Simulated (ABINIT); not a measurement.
An input for ABINIT 10.8.3 (AlN (P6_3mc)):

```
acell 3*1.0 Angstrom
rprim 
  3.113000000011 -0.000000000003 0.000000000000
  -1.556500000003 2.695937081992 0.000000000000
  0.000000000000 0.000000000000 4.981000000000
ntypat 2
znucl 13 7
natom 4
typat 1 1 2 2
xred 
  0.333333333333 0.666666666667 0.000000000000
  0.666666666667 0.333333333333 0.500000000000
  0.333333333333 0.666666666667 0.380000000000
  0.666666666667 0.333333333333 0.880000000000
pp_dirpath "pseudos"
pseudos "Al.upf, N.upf"
ecut 36
ngkpt 3 3 2
nshiftk 1
shiftk 0 0 0
kptopt 1
chksymbreak 0
istwfk *1
occopt 1
irdwfk 1
optdriver 4
nband 39
gwcalctyp 28
ecutsigx 36
symsigma 0
nkptgw 6
kptgw 
  0.0000000000 0.0000000000 0.0000000000
  0.3333333333 0.0000000000 0.0000000000
  0.3333333333 0.3333333333 0.0000000000
  0.0000000000 0.0000000000 0.5000000000
  0.3333333333 0.0000000000 0.5000000000
  0.3333333333 0.3333333333 0.5000000000
bdgw 
  1 22
  1 22
  1 22
  1 22
  1 22
  1 22
ecuteps 4
irdscr 1
ppmodel 1
indata_prefix "in"
outdata_prefix "out"
tmpdata_prefix "tmp"
```

The database entry behind the starting cell differs from later determinations by our own check (inner coordinate u about 0.002 short), so it need not match the best structure at ambient conditions.

```sh
OMP_NUM_THREADS=1 mpirun -n 4 abinit run.abi > log
```

**Question.** Estimate wall time and host memory on 4 MPI ranks of Arm Neoverse N1, shared host.

It took 26 s; on shared hardware allow 13 s to 52 s. Peak host memory was 0.74 GiB.

[Paths, hosts, dates, memory and timing lines, banners, echoed tables and standing remarks are left out of the program output.]

[Logs are printed without paths, hosts, clocks, repeated set-up lines and the standing remarks that a program may print on its own settings, such as how far it seeks lower states.]

[Runs of the session that timed out or met a known fault of the program may be left out.]

[No measured gap is set beside runs whose start may be inverted or whose files or cutoffs have a known fault.]

[Hosts, paths, dates, database ids (printed as entryN), source tags and the programs' standing remarks are cut or masked in the printed files.]

[G0W0 gaps are taken among the corrected bands and points alone; a level outside them can change the order at an edge.]

[Where Ansatz stands beside ABINIT at settings called matched, ABINIT's density can come from a denser mesh and the files from another edition; pairs whose starting gaps differed by over 0.03 eV were left out, so agreement reads better than it is.]
